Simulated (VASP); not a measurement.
A run of VASP 6.6.1 is set up as follows.

File INCAR:

```
PREC = Accurate ; ENCUT = 520
EDIFF = 1E-7 ; ISMEAR = 0
SIGMA = 0.02 ; LREAL = F
LASPH = T ; NELM = 120
ALGO = Normal ; ISIF = 2
LWAVE = F ; LCHARG = F
ISPIN = 2 ; MAGMOM = 2 0
LORBIT = 11 ; LMAXMIX = 4
GGA = PS ; LOPTICS = T
NBANDS = 56 ; NEDOS = 2000
CSHIFT = 0.1
```

Contents of KPOINTS:

```
regular mesh
0
Gamma
  11 11 11
```

Contents of POSCAR:

```
CoO
1.0
    0.0000000000      2.1315000000      2.1315000000
    2.1315000000      0.0000000000      2.1315000000
    2.1315000000      2.1315000000      0.0000000000
Co O
1 1
Direct
    0.0000000000      0.0000000000      0.0000000000
    0.5000000000      0.5000000000      0.5000000000
```

Potentials or basis: VASP PAW PBE potentials, release 64 (Co, O).

Run with:

```bash
$ cat potpaw_PBE.64/Co/POTCAR potpaw_PBE.64/O/POTCAR > POTCAR
$ mpirun -np 1 vasp_std > vasp.out
```

What does it give for the site moments?

Co +2.60; O +0.34 μB.

Predict the band gap on the k mesh.

none (metal or under the smearing width).

Dielectric function (mean over the directions given):
```csv
energy (eV),real part,imaginary part
0.28,10.89,62.31
0.90,-2.77,9.24
1.59,2.04,3.69
2.29,3.84,1.70
2.98,6.11,1.54
3.60,7.31,2.27
4.30,5.70,5.76
4.99,3.14,5.98
5.68,1.54,5.62
6.38,1.87,5.32
7.00,0.72,3.60
7.70,1.56,2.58
8.39,1.11,2.23
9.08,1.70,1.60
9.77,2.39,2.32
10.40,2.56,2.90
11.09,2.85,3.63
11.79,1.39,3.19
12.48,1.20,3.23
13.17,1.05,2.91
13.80,1.20,2.38
14.49,1.29,3.18
15.18,0.25,2.86
15.88,0.86,3.55
16.57,-0.95,2.42
17.19,-0.51,2.06
17.89,-0.53,1.40
18.58,-0.14,1.08
19.27,0.13,1.17
19.97,-0.30,1.23
```

Caveat: spectra need much finer meshes, so this one isn't converged; independent-particle spectra lack excitons; the intraband (Drude) part of a metal's response may be missing; a cell with one magnetic atom can't hold antiferromagnetic order, which such compounds often take; semilocal functionals often make such compounds metallic where correlation or magnetic order opens a gap, which also shifts bond lengths. With open d or f shells a metallic result of PBEsol can be an artefact of self-interaction; +U or a hybrid may open a gap.
